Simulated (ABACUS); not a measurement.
# KCl (Sylvite) (Fm-3m) in ABACUS: further runs

The runs below take KCl (Sylvite) through band structure, equation of state, with PBE, BLYP, MS2.

Everything below comes from runs of ABACUS 3.10.1. Logs are shortened: lines on timing, memory, paths and dates and some standing lists are left out, and cuts for length are marked.

**What was measured.**

A printed reference work, monograph reports, for a bulk crystal of KCl: band gap 8.68 eV.

How close the calculation comes is told below.

### 1 Starting point

The structure is cubic, space group Fm-3m (No. 225). Conventional cell: a = 6.293 Å, b = 6.293 Å, c = 6.293 Å, α = 90.00°, β = 90.00°, γ = 90.00°. K (site symmetry m-3m) has 6 Cl at 3.15 Å as nearest neighbours. Cl (site symmetry m-3m) is surrounded by 6 K at 3.15 Å.

### 2 Band structure, PBE

File INPUT:

```
INPUT_PARAMETERS
suffix              KCl
calculation         nscf
basis_type          pw
pseudo_dir          ./
symmetry            -1
dft_functional      pbe
ecutwfc             74.0
pseudo_rcut         10
nspin               1
nbands              18
ks_solver           dav
smearing_method     fd
smearing_sigma      0.00367493
scf_thr             1e-08
scf_nmax            100
mixing_type         broyden
mixing_beta         0.7
init_chg            file
pw_diag_thr         1e-07
out_band            1
kpar                4
```

File STRU:

```
ATOMIC_SPECIES
K 39.0983 K_ONCV_PBE-1.2.upf
Cl 35.4500 Cl_ONCV_PBE-1.2.upf

LATTICE_CONSTANT
1.8897261246

LATTICE_VECTORS
0.0000000000 3.1464700000 3.1464700000
3.1464700000 0.0000000000 3.1464700000
3.1464700000 3.1464700000 0.0000000000

ATOMIC_POSITIONS
Direct

K
0.0
1
0.0000000000 0.0000000000 0.0000000000 1 1 1

Cl
0.0
1
0.5000000000 0.5000000000 0.5000000000 1 1 1
```

File KPT:

```
K_POINTS
12
Line
0.00000000 0.00000000 0.00000000 10 // G
0.50000000 0.00000000 0.50000000 10 // X
0.50000000 0.25000000 0.75000000 10 // W
0.37500000 0.37500000 0.75000000 10 // K
0.00000000 0.00000000 0.00000000 10 // G
0.50000000 0.50000000 0.50000000 10 // L
0.62500000 0.25000000 0.62500000 10 // U
0.50000000 0.25000000 0.75000000 10 // W
0.50000000 0.50000000 0.50000000 10 // L
0.37500000 0.37500000 0.75000000 1 // K
0.62500000 0.25000000 0.62500000 10 // U
0.50000000 0.00000000 0.50000000 1 // X
```

Potentials or basis: SG15 ONCV 1.2 PBE, plane waves.

Started as:

```sh
> OMP_NUM_THREADS=1 mpirun -np 4 abacus > log
```

running log:

```text
ABACUS v3.10.1

               Atomic-orbital Based Ab-initio Computation at UStc

 ------------------------------------------------------------------------------------

 READING GENERAL INFORMATION
                           global_out_dir = OUT.KCl/
                           global_in_card = INPUT
                               pseudo_dir = ./
                              orbital_dir =
                                    DSIZE = 4
                                    GSIZE = 1

 READING UNITCELL INFORMATION
                                    ntype = 2
                  lattice constant (Bohr) = 1.88973
              lattice constant (Angstrom) = 1

 READING ATOM TYPE 1
                               atom label = K
                      L=0, number of zeta = 1
                      L=1, number of zeta = 1
                      L=2, number of zeta = 1
             number of atom for this type = 1

 READING ATOM TYPE 2
                               atom label = Cl
                      L=0, number of zeta = 1
                      L=1, number of zeta = 1
                      L=2, number of zeta = 1
             number of atom for this type = 1

                        TOTAL ATOM NUMBER = 2
DIRECT COORDINATES
    atom                   x                   y                   z     mag                  vx                  vy                  vz
taud_K1            0.0000000000        0.0000000000        0.0000000000  0.0000        0.0000000000        0.0000000000        0.0000000000
taud_Cl1            0.5000000000        0.5000000000        0.5000000000  0.0000        0.0000000000        0.0000000000        0.0000000000

                          Volume (Bohr^3) = 420.434
                             Volume (A^3) = 62.3018

 Lattice vectors: (Cartesian coordinate: in unit of a_0)
                   +0            +3.14647            +3.14647
             +3.14647                  +0            +3.14647
             +3.14647            +3.14647                  +0
 Reciprocal vectors: (Cartesian coordinate: in unit of 2 pi/a_0)
            -0.158908           +0.158908           +0.158908
            +0.158908           -0.158908           +0.158908
            +0.158908           +0.158908           -0.158908
 The esolver type has been set to : ksdft_pw

                PAO radial cut off (Bohr) = 10

 Read in pseudopotential file is K_ONCV_PBE-1.2.upf
                     pseudopotential type = NC
          exchange-correlation functional = PBE
                 nonlocal core correction = 0
                        valence electrons = 9
                                     lmax = 2
                           number of zeta = 0
                     number of projectors = 6
                           L of projector = 0
                           L of projector = 0
                           L of projector = 1
                           L of projector = 1
                           L of projector = 2
                           L of projector = 2
                PAO radial cut off (Bohr) = 10

 Read in pseudopotential file is Cl_ONCV_PBE-1.2.upf
                     pseudopotential type = NC
          exchange-correlation functional = PBE
                 nonlocal core correction = 0
                        valence electrons = 7
                                     lmax = 1
                           number of zeta = 0
                     number of projectors = 4
                           L of projector = 0
                           L of projector = 0
                           L of projector = 1
                           L of projector = 1
     initial pseudo atomic orbital number = 0

 SETUP THE ELECTRONS NUMBER
             electron number of element K = 9
       total electron number of element K = 9
            electron number of element Cl = 7
      total electron number of element Cl = 7
            AUTOSET number of electrons:  = 16
                           occupied bands = 8
                                   NBANDS = 18
                                   NLOCAL = 18

%%%%%%%%%%%%%%%%%%%%%%%%%%%%%%%%%%%%%%%%%%%%%%%%%%%%%%%%%%%%%%%%%%%%%%%%%%%%%%%%%%%%%%%%%%%%%%%%%%%%%%%%%%
 Warning: the number of valence electrons in pseudopotential > 1 for K: [Ar] 4s1
 Pseudopotentials with additional electrons can yield (more) accurate outcomes, but may be less efficient.
 If you're confident that your chosen pseudopotential is appropriate, you can safely ignore this warning.
%%%%%%%%%%%%%%%%%%%%%%%%%%%%%%%%%%%%%%%%%%%%%%%%%%%%%%%%%%%%%%%%%%%%%%%%%%%%%%%%%%%%%%%%%%%%%%%%%%%%%%%%%%

 SETUP THE PLANE WAVE BASIS
 energy cutoff for charge/potential (unit:Ry) = 296
            fft grid for charge/potential = [ 48, 48, 48 ]
                        fft grid division = [ 1, 1, 1 ]
        big fft grid for charge/potential = [ 48, 48, 48 ]
                                     nbxx = 110592
                                     nrxx = 110592

 SETUP PLANE WAVES FOR CHARGE/POTENTIAL
                    number of plane waves = 36085
                         number of sticks = 1429

 PARALLEL PW FOR CHARGE/POTENTIAL
     PROC   COLUMNS(POT)             PW
        1           1429          36085
 --------------- sum -------------------
        1           1429          36085
                            number of |g| = 356
                                  max |g| = 26.7669
                                  min |g| = 0

----------- Double Check Mixing Parameters Begin ------------
mixing_type: broyden
mixing_beta: 0.7
mixing_gg0: 1
mixing_gg0_min: 0.1
mixing_ndim: 8
----------- Double Check Mixing Parameters End ------------

 SETUP K-POINTS
                                    nspin = 1
                                   nkstot = 102
K-POINTS DIRECT COORDINATES
 KPOINTS    DIRECT_X    DIRECT_Y    DIRECT_Z  WEIGHT
       1  0.00000000  0.00000000  0.00000000  1.0000
       2  0.05000000  0.00000000  0.05000000  1.0000
       3  0.10000000  0.00000000  0.10000000  1.0000
       4  0.15000000  0.00000000  0.15000000  1.0000
       5  0.20000000  0.00000000  0.20000000  1.0000
       6  0.25000000  0.00000000  0.25000000  1.0000
[... 22 lines left out ...]
      29  0.40000000  0.35000000  0.75000000  1.0000
      30  0.38750000  0.36250000  0.75000000  1.0000
[... 72 further k points ...]

           k-point number in this process = 26
       minimum distributed K point number = 25

[... K-POINTS CARTESIAN COORDINATES: 26 rows ...]

[... K-POINTS DIRECT COORDINATES: 26 rows ...]

 SETUP PLANE WAVES FOR WAVE FUNCTIONS
     energy cutoff for wavefunc (unit:Ry) = 74
              fft grid for wave functions = [ 48, 48, 48 ]
                    number of plane waves = 5577
                         number of sticks = 421

 PARALLEL PW FOR WAVE FUNCTIONS
     PROC   COLUMNS(POT)             PW
        1            421           5577
 --------------- sum -------------------
        1            421           5577

 SETUP NONLOCAL PSEUDOPOTENTIALS IN PLANE WAVE BASIS
 K non-local projectors:
 projector 1 L=0
 projector 2 L=0
 projector 3 L=1
 projector 4 L=1
 projector 5 L=2
 projector 6 L=2
 Cl non-local projectors:
 projector 1 L=0
 projector 2 L=0
 projector 3 L=1
 projector 4 L=1
      TOTAL NUMBER OF NONLOCAL PROJECTORS = 26

 Init Non-Local PseudoPotential table :
 Init Non-Local-Pseudopotential done.

                                     npwx = 4573

 -------------------------------------------
 NONSELF-CONSISTENT
 -------------------------------------------
                                 init_chg = file
 try to read charge from file
 Read in the charge density: OUT.KCl//KCl-CHARGE-DENSITY.restart

 PW ALGORITHM --------------- ION=   1  ELEC=   1--------------------------------

 k(1/102) Iter steps (avg)=21 threshold=1e-07
 k(2/102) Iter steps (avg)=24 threshold=1e-07
 k(3/102) Iter steps (avg)=21 threshold=1e-07
 k(4/102) Iter steps (avg)=18 threshold=1e-07
 k(5/102) Iter steps (avg)=16 threshold=1e-07
 k(6/102) Iter steps (avg)=16 threshold=1e-07
 k(7/102) Iter steps (avg)=17 threshold=1e-07
 k(8/102) Iter steps (avg)=18 threshold=1e-07
 k(9/102) Iter steps (avg)=19 threshold=1e-07
 k(10/102) Iter steps (avg)=23 threshold=1e-07
[... 6 lines left out ...]
 k(17/102) Iter steps (avg)=39 threshold=1e-07
 k(18/102) Iter steps (avg)=30 threshold=1e-07
 k(19/102) Iter steps (avg)=54 threshold=1e-07
 k(20/102) Iter steps (avg)=19 threshold=1e-07
 k(21/102) Iter steps (avg)=29 threshold=1e-07
 k(22/102) Iter steps (avg)=20 threshold=1e-07
 k(23/102) Iter steps (avg)=20 threshold=1e-07
 k(24/102) Iter steps (avg)=20 threshold=1e-07
 k(25/102) Iter steps (avg)=19 threshold=1e-07
 k(26/102) Iter steps (avg)=30 threshold=1e-07
[... levels at 26 k points of this process ...]

 Density error is 0.00000000000
                          Error Threshold = 1.00000000000e-07
----------------------------------------------------------
     Energy           Rydberg                 eV
----------------------------------------------------------
 E_KohnSham     -87.3028324604       -1187.8159730014
 E_KS(sigma->0) -87.3028324604       -1187.8159730014
 E_Harris       -87.3028324604       -1187.8159730014
 E_band         -9.6685643095        -131.5475660890
 E_one_elec     -31.3630690316       -426.7164455977
 E_Hartree      20.3089393731        276.3172958101
 E_xc           -14.5818227566       -198.3958767163
 E_Ewald        -61.6668800452       -839.0209464975
 E_entropy(-TS) 0.0000000000         0.0000000000
 E_descf        0.0000000000         0.0000000000
 E_exx          0.0000000000         0.0000000000
 E_Fermi        0.2610987265         3.5524304207
----------------------------------------------------------

 charge density convergence is achieved
 final etot is -1187.8159730 eV
 EFERMI = 3.5524304207 eV

 STATE ENERGY(eV) AND OCCUPATIONS    NSPIN == 1
 1/26 kpoint (Cartesian) = 0.0000 0.0000 0.0000 (4573 pws)
       1       -26.3461      0.0196078
       2       -11.2434      0.0196078
       3       -9.80823      0.0196078
       4       -9.80823      0.0196078
       5       -9.80823      0.0196078
       6       0.847810      0.0196078
[... 10 lines left out ...]
      17        17.0645        0.00000
      18        17.0645        0.00000

 2/26 kpoint (Cartesian) = 0.0000 0.015891 0.0000 (4553 pws)
       1       -26.3458      0.0196078
       2       -11.2503      0.0196078
       3       -9.80957      0.0196078
       4       -9.80957      0.0196078
       5       -9.79762      0.0196078
       6       0.796813      0.0196078
[... 10 lines left out ...]
      17        16.8460        0.00000
      18        17.0881        0.00000

 3/26 kpoint (Cartesian) = 0.0000 0.031782 0.0000 (4561 pws)
       1       -26.3448      0.0196078
       2       -11.2674      0.0196078
       3       -9.81347      0.0196078
       4       -9.81347      0.0196078
       5       -9.77107      0.0196078
       6       0.663847      0.0196078
[... 10 lines left out ...]
      17        16.3756        0.00000
      18        16.9448        0.00000

 4/26 kpoint (Cartesian) = 0.0000 0.047672 0.0000 (4528 pws)
       1       -26.3432      0.0196078
       2       -11.2859      0.0196078
       3       -9.81955      0.0196078
       4       -9.81955      0.0196078
       5       -9.74164      0.0196078
       6       0.494779      0.0196078
[... 10 lines left out ...]
      17        15.8476        0.00000
      18        15.8476        0.00000

 5/26 kpoint (Cartesian) = 0.0000 0.063563 0.0000 (4552 pws)
       1       -26.3413      0.0196078
       2       -11.2965      0.0196078
       3       -9.82724      0.0196078
       4       -9.82724      0.0196078
       5       -9.72422      0.0196078
       6       0.335919      0.0196078
[... 10 lines left out ...]
      17        15.3418        0.00000
      18        15.3758        0.00000

 6/26 kpoint (Cartesian) = 0.0000 0.079454 0.0000 (4552 pws)
       1       -26.3392      0.0196078
       2       -11.2924      0.0196078
       3       -9.83581      0.0196078
       4       -9.83581      0.0196078
       5       -9.72996      0.0196078
       6       0.218775      0.0196078
[... 10 lines left out ...]
      17        14.9006        0.00000
      18        15.8533        0.00000

[... levels at 20 further k points ...]

 --------------------------------------------
 !FINAL_ETOT_IS -1187.815973001386 eV
 --------------------------------------------

 Output bands in file: OUT.KCl/BANDS_1.dat
```

It took 22 s on 4 MPI ranks of Intel Xeon Platinum 8259CL at 2.50GHz (Skylake/Cascade Lake), shared host; peak memory 0.48 GiB.

Results:

| Property | Result |
| --- | --- |
| Band gap along the path | 5.19 eV, direct |

Levels at the corners of the path, in eV from the Fermi level:
```
point  band 5  band 6  band 7  band 8  band 9  band 10  band 11  band 12
    Γ  -13.34   -2.69   -2.69   -2.69    2.51     5.73     5.73     5.73
    X  -13.40   -3.34   -2.91   -2.91    3.88     5.69     7.38     7.57
    W  -13.25   -3.17   -3.16   -3.16    5.37     5.37     6.83     7.17
    K  -13.29   -3.25   -3.24   -2.98    4.62     6.40     6.66     7.41
    Γ  -13.34   -2.69   -2.69   -2.69    2.51     5.73     5.73     5.73
    L  -13.10   -3.74   -3.01   -3.01    4.93     5.91     7.81     7.81
    U  -13.29   -3.25   -3.24   -2.98    4.62     6.40     6.66     7.41
    W  -13.25   -3.17   -3.16   -3.16    5.37     5.37     6.83     7.17
    L  -13.10   -3.74   -3.01   -3.01    4.93     5.91     7.81     7.81
    K  -13.29   -3.25   -3.24   -2.98    4.62     6.40     6.66     7.41
    U  -13.29   -3.25   -3.24   -2.98    4.62     6.40     6.66     7.41
    X  -13.40   -3.34   -2.91   -2.91    3.88     5.69     7.38     7.57
```

Caveat: the density is read from an earlier self-consistent run, whose mesh may be coarse.

### 3 Band structure, BLYP

File INPUT:

```
INPUT_PARAMETERS
suffix              KCl
calculation         nscf
basis_type          lcao
pseudo_dir          ./
orbital_dir         ./
symmetry            -1
dft_functional      GGA_X_B88+GGA_C_LYP
ecutwfc             100.0
pseudo_rcut         10
nspin               1
nbands              18
ks_solver           genelpa
smearing_method     fd
smearing_sigma      0.00367493
scf_thr             1e-07
scf_nmax            100
mixing_type         broyden
mixing_beta         0.7
init_chg            file
out_band            1
```

STRU, as its differences from that of step 2:

```diff
@@ -1,4 +1,8 @@
 ATOMIC_SPECIES
-K 39.0983 K_ONCV_PBE-1.2.upf
-Cl 35.4500 Cl_ONCV_PBE-1.2.upf
+K 39.0983 19_K_9_2.2_2.7_pbe_n_v1.0.upf
+Cl 35.4500 17_Cl_7_1.9_1.9_pbe_n_v1.0.upf
+
+NUMERICAL_ORBITAL
+K_confined-atom_10au_3s2p1d.orb
+Cl_confined-atom_7au_2s2p1d.orb
```

KPT is that of step 2.

Potentials or basis: SPMS ONCV 1.0 PBE, DZP LCAO (the cutoffs set its grid).

Started as:

```sh
> OMP_NUM_THREADS=1 mpirun -np 4 abacus > log
```

It took 3.8 s on 4 MPI ranks of AMD EPYC 7R43 (Zen 3), shared host; peak memory 0.44 GiB.

It converged, with:

```yaml
Band_gap_along_the_path: 5.21 eV, direct
```

Levels at the corners of the path, in eV from the Fermi level:
```
point  band 5  band 6  band 7  band 8  band 9  band 10  band 11  band 12
    Γ  -12.42   -1.67   -1.67   -1.67    3.54     7.32     7.32     7.32
    X  -12.48   -2.32   -1.90   -1.90    6.04     6.61     8.52     8.86
    W  -12.33   -2.17   -2.14   -2.14    7.56     7.56     7.68     8.50
    K  -12.36   -2.23   -2.22   -1.97    6.31     7.70     8.62     8.65
    Γ  -12.42   -1.67   -1.67   -1.67    3.54     7.32     7.32     7.32
    L  -12.17   -2.74   -2.01   -2.01    6.93     9.08     9.08     9.27
    U  -12.36   -2.23   -2.22   -1.97    6.31     7.70     8.62     8.65
    W  -12.33   -2.17   -2.14   -2.14    7.56     7.56     7.68     8.50
    L  -12.17   -2.74   -2.01   -2.01    6.93     9.08     9.08     9.27
    K  -12.36   -2.23   -2.22   -1.97    6.31     7.70     8.62     8.65
    U  -12.36   -2.23   -2.22   -1.97    6.31     7.70     8.62     8.65
    X  -12.48   -2.32   -1.90   -1.90    6.04     6.61     8.52     8.86
```

Caveat: the atomic orbitals were generated for these runs and aren't a published set; the density is read from an earlier self-consistent run, whose mesh may be coarse; the basis of atomic orbitals isn't converged, which shifts pressures, moduli and gaps.

### 4 Band structure, PBE

INPUT, as its differences from that of step 3:

```diff
@@ -7,3 +7,3 @@
 symmetry            -1
-dft_functional      GGA_X_B88+GGA_C_LYP
+dft_functional      pbe
 ecutwfc             100.0
@@ -11,3 +11,3 @@
 nspin               1
-nbands              18
+nbands              9
 ks_solver           genelpa
```

File STRU:

```
ATOMIC_SPECIES
K 39.0983 K.upf
Cl 35.4500 Cl.upf

NUMERICAL_ORBITAL
K_confined-atom_10au_2s1p.orb
Cl_confined-atom_7au_1s1p.orb

LATTICE_CONSTANT
1.8897261246

LATTICE_VECTORS
4.4497805500 0.0000000000 0.0000000000
2.2248902750 3.8536229976 0.0000000000
2.2248902750 1.2845409992 3.6332306050

ATOMIC_POSITIONS
Direct

K
0.0
1
0.0000000000 0.0000000000 0.0000000000 1 1 1

Cl
0.0
1
0.5000000000 0.5000000000 0.5000000000 1 1 1
```

KPT is that of step 3.

Potentials or basis: PseudoDojo NC SR 0.4.1 PBE standard, SZ LCAO (the cutoffs set its grid).

Started as:

```sh
> OMP_NUM_THREADS=1 mpirun -np 4 abacus > log
```

It took 0.93 s on 4 MPI ranks of Intel Xeon Platinum 8488C (Sapphire Rapids), shared host; peak memory 0.44 GiB.

The run converged, but some of its settings lie outside the range that counts as converged, so its numbers aren't taken as properties of the crystal.

What came out:

| Quantity | Value |
| --- | --- |
| Band gap along the path | 4.31 eV, direct |

Caveat: the atomic orbitals were generated for these runs and aren't a published set; the density is read from an earlier self-consistent run, whose mesh may be coarse; the basis of atomic orbitals isn't converged, which shifts pressures, moduli and gaps.

(Continued in part 2 of 2.)
